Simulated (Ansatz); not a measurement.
**¹³⁷Ba fingerprints of the forms of BaTiO3**

Method: Kohn–Sham DFT in Ansatz, PBE, plane waves and PAW, scalar-relativistic, 420 eV cutoff. Q(¹³⁷Ba) = 236.0 mb, I = 3/2. The cells come from the COD and the Materials Project (computed, not necessarily observed phases), with the atoms as given or relaxed (PBE, cell held). Calculated pressures reach 5 GPa in size in them. Spin–orbit coupling is left out, which moves gradients at and beside heavy atoms (Ba) by some per cent and at some sites by far more.

Question: A calculated ¹³⁷Ba parameter set reads: |C_Q| = 1.76 MHz, η = 0.00. Which structure does it belong to?
A.
BaTiO3
```cif
data_BaTiO3
_symmetry_space_group_name_H-M 'R3m:H'
_symmetry_Int_Tables_number 160
_cell_length_a 5.6553
_cell_length_b 5.6553
_cell_length_c 6.9532
_cell_angle_alpha 90.000
_cell_angle_beta 90.000
_cell_angle_gamma 120.000
loop_
_atom_site_label
_atom_site_type_symbol
_atom_site_symmetry_multiplicity
_atom_site_Wyckoff_symbol
_atom_site_fract_x
_atom_site_fract_y
_atom_site_fract_z
Ba Ba 3 a 0.0000 0.0000 0.9980
Ti Ti 3 a 0.0000 0.0000 0.4864
O O 9 b 0.1645 0.3289 0.3456
```
B.
BaTiO3
Space group Pm-3m (No. 221); a = 4.0077 Å.

| site | Wyckoff | site symmetry | x | y | z |
| --- | --- | --- | --- | --- | --- |
| Ba | 1b | m-3m | 0.5000 | 0.5000 | 0.5000 |
| Ti | 1a | m-3m | 0.0000 | 0.0000 | 0.0000 |
| O | 3d | 4/mm.m | 0.5000 | 0.0000 | 0.0000 |
C.
BaTiO3
Space group P4mm (No. 99); a = 3.9998, c = 4.0180 Å.

| site | Wyckoff | site symmetry | x | y | z |
| --- | --- | --- | --- | --- | --- |
| Ba | 1a | 4mm | 0.0000 | 0.0000 | 0.9970 |
| Ti | 1b | 4mm | 0.5000 | 0.5000 | 0.4827 |
| O3 | 1b | 4mm | 0.5000 | 0.5000 | 0.0223 |
| O4 | 2c | 2mm. | 0.5000 | 0.0000 | 0.5130 |

Answer: A. BaTiO3 in R3m gives |C_Q| = 1.76 MHz, η = 0.00; there Ba has 12 O at 2.77–2.90 Å. BaTiO3 in P4mm gives |C_Q| = 3.96 MHz, η = 0.00; there Ba has 12 O at 2.79–2.88 Å. BaTiO3 in Pm-3m gives no gradient; there Ba has 12 O at 2.83 Å.
